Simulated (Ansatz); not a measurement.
Which YAML input does this script hand to the engine? (Ansatz 0.2.0, Python API)

`optics_bn.py`
```python
"""Dielectric function of BN against photon energy."""

from dataclasses import dataclass

import ansatz as az
import numpy as np


@dataclass(frozen=True)
class Options:
    kmesh: tuple[int, ...] = (4, 7, 5)
    filling: str = "fixed"
    xc: str = "r2scan"
    cutoff_ev: int = 500


opts = Options()


def main() -> None:
    lattice = az.Lattice.of(
        (4.880089, 0.0, 0.0),
        (0.0, 2.591464, 0.0),
        (0.0, 0.0, 4.292049),
    )
    sites = [
        ("B", (0.659587, 0.75, 0.092904)),
        ("B", (0.840413, 0.25, 0.592904)),
        ("B", (0.159587, 0.75, 0.407096)),
        ("B", (0.340413, 0.25, 0.907096)),
        ("N", (0.82113, 0.75, 0.393514)),
        ("N", (0.17887, 0.25, 0.606486)),
        ("N", (0.67887, 0.25, 0.893514)),
        ("N", (0.32113, 0.75, 0.106486)),
    ]
    xtal = az.Crystal(lattice=lattice)
    for symbol, position in sites:
        xtal = xtal.atom(symbol, position)

    setup = xtal.calculation()
    setup = setup.kpoints(*opts.kmesh).occupations(opts.filling)
    setup = setup.functional(opts.xc)
    setup = setup.basis(opts.cutoff_ev, xc_grid=1)
    setup = setup.optics(energy_step=0.05, nscf_kmesh=(5, 9, 5), broadening_width=0.2)
    result = setup.run(threads=1)
    spectra = result.optics()
    energy, filling = np.asarray(spectra.photon_energy_ev), spectra.band_filling
    gapped = filling.kind == "insulating"
    eps1 = np.asarray(filling.eps1 if gapped else filling.eps1_interband)[:3].mean(axis=0)
    eps2 = np.asarray(filling.eps2 if gapped else filling.eps2_interband)[:3].mean(axis=0)
    print("filling:", filling.kind, "- valid up to", round(spectra.valid_up_to_ev, 2), "eV,", spectra.n_bands, "bands")
    top = min(10, spectra.valid_up_to_ev)
    # mean of xx, yy and zz; between bands only where the bands are partly filled
    print("E (eV)    eps1      eps2")
    for e in np.arange(0.5, top + 0.01, 0.5):
        print(f"{e:5.1f} {np.interp(e, energy, eps1):9.3f} {np.interp(e, energy, eps2):9.3f}")
    if gapped:
        print("eps_inf, bands beyond those summed included:", np.round(filling.eps_inf[:3], 3))
    print("f-sum electrons:", np.round(filling.get("f_sum_n_eff"), 3))


if __name__ == "__main__":
    main()
```

`python optics_bn.py` gives:
```text
filling: insulating - valid up to 10.04 eV, 24 bands
E (eV)    eps1      eps2
  0.5     3.500     0.000
  1.0     3.515     0.000
  1.5     3.541     0.000
  2.0     3.578     0.000
  2.5     3.627     0.000
  3.0     3.690     0.000
  3.5     3.770     0.000
  4.0     3.869     0.000
  4.5     3.993     0.000
  5.0     4.151     0.000
  5.5     4.353     0.000
  6.0     4.628     0.000
  6.5     5.055     0.004
  7.0     5.654     0.377
  7.5     6.104     0.846
  8.0     6.511     1.455
  8.5     7.052     2.102
  9.0     7.068     4.591
  9.5     5.385     4.172
 10.0     6.183     4.156
eps_inf, bands beyond those summed included: [4.45  4.145 4.056]
f-sum electrons: [15.106 14.889 14.012]
```

`input.yaml`:
```yaml
crystal:
  lattice:
    - [4.880089, 0.0, 0.0]
    - [0.0, 2.591464, 0.0]
    - [0.0, 0.0, 4.292049]
  atoms:
    - { symbol: B, position: [0.659587, 0.75, 0.092904] }
    - { symbol: B, position: [0.840413, 0.25, 0.592904] }
    - { symbol: B, position: [0.159587, 0.75, 0.407096] }
    - { symbol: B, position: [0.340413, 0.25, 0.907096] }
    - { symbol: "N", position: [0.82113, 0.75, 0.393514] }
    - { symbol: "N", position: [0.17887, 0.25, 0.606486] }
    - { symbol: "N", position: [0.67887, 0.25, 0.893514] }
    - { symbol: "N", position: [0.32113, 0.75, 0.106486] }
basis:
  ecutwfc: 500.0
  xc_grid: 1
kpoints:
  mp_grid:
    grid: [4, 7, 5]
hamiltonian:
  xc: r2scan
scf:
  occupations:
    method: fixed
output:
  optics:
    de: 0.05
    sigma: 0.2
    nscf_kmesh:
      grid: [5, 9, 5]
```

What to keep in mind:
- The settings weren't tested for convergence.
- xc_grid=1 is under the default for a meta-GGA and makes forces and stresses depend on the grid.
- Averages over directions belong to no single polarisation, least of all in layered crystals.
- This cell is a computed structure, which may not be the phase found in nature.
- Independent-particle spectra on Kohn-Sham bands hold no excitons, and semilocal gaps are too small.
- It ran for 60 s on 1 thread of Arm Neoverse V1 (shared host), peak memory 0.64 GiB.
